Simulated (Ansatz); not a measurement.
# Te under changes of volume

One of the cells (35.261 Å³/atom); the others are scaled copies at fixed shape and fractional positions:

```
Te
1.0
     5.47104    0.00000    0.00000
     0.00000    8.36934    0.00000
     0.00000    0.00000    3.08032
Te
4
Direct
  0.31076 0.39307 0.76388
  0.18924 0.89307 0.23612
  0.68924 0.60693 0.76388
  0.81076 0.10693 0.23612
```

This isn't the form of Te at room conditions, which is trigonal, of chains.

| Property | Result |
| --- | --- |
| Program | Ansatz 0.2.0 |
| Functional | PBE |
| Potentials or basis | Ansatz PAW |
| Cutoff | 420 eV (not typed: the program's choice for these potentials) |
| k mesh | 5 × 4 × 9 |
| Occupations | fermi-dirac, width 0.05 eV |
| Spin | no spin polarisation |

```tsv
volume (Å³/atom)	energy over the lowest point (meV/atom)	pressure (GPa)	largest force (eV/Å)
33.145	?	?	?
33.851	18.20	2.8	0.770
34.556	7.97	1.8	0.589
35.261	2.05	0.9	0.420
35.966	0.00	0.1	0.264
36.672	1.41	-0.7	0.119
37.377	5.91	-1.3	0.028
```

Q: What does the run at 33.145 Å³/atom give?

A: Energy over the lowest point 33.25 meV/atom; pressure 4.0 GPa; largest force 0.966 eV/Å.

Worked out: A Birch-Murnaghan fit of order 3 (a polynomial in V^(-2/3)) to the other rows has its minimum at 36.02 Å³/atom with B0 = V·E''(V) = 40 GPa and B' = 4.7 at fixed shape and positions, which overstates the stiffness. It gives 33.29 meV/atom at 33.145 Å³/atom, against the run's 33.25, and -dE/dV = 4.0 GPa, against 4.0.

Energies are extrapolated to zero smearing.
